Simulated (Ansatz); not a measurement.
MgO2:

```xyz
3
Lattice="1.6048 0.9265 3.4940 -1.6048 0.9265 3.4940 0.0000 -1.8530 3.4940" Properties=species:S:1:pos:R:3 pbc="T T T"
Mg    0.0000    0.0000    0.0000
O     0.0000    0.0000    5.9874
O     0.0000    0.0000    4.4945
```

The cell comes from a database or a generator and needn't be the stable form of this composition.

Base run:

```yaml
Program: Ansatz 0.2.0
Functional: r2SCAN
Potentials_or_basis: Ansatz PAW
Cutoff: 500 eV
Density_cutoff: 2000 eV
k_mesh: 6 × 6 × 6
Occupations: fermi-dirac, width 0.05 eV
Spin: no spin polarisation
```

Its results: band gap on the k mesh 2.95 eV, direct; largest force 0.216 eV/Å.

The run is repeated on the same cell with these changes: functional from r2SCAN to PBE0; cutoff from 500 eV to 420 eV; density cutoff from 2000 eV to 1680 eV; occupations from fermi-dirac, width 0.05 eV to fixed; potential files from those of the base run to others of the same set. What comes out?

Band gap on the k mesh 5.29 eV, direct; largest force 0.992 eV/Å.

Caveats: the PAW data sets come from PBE, with cores solved anew for the run's functional, which leaves a small shift of forces and pressure.

Not every run made on this cell is shown here.
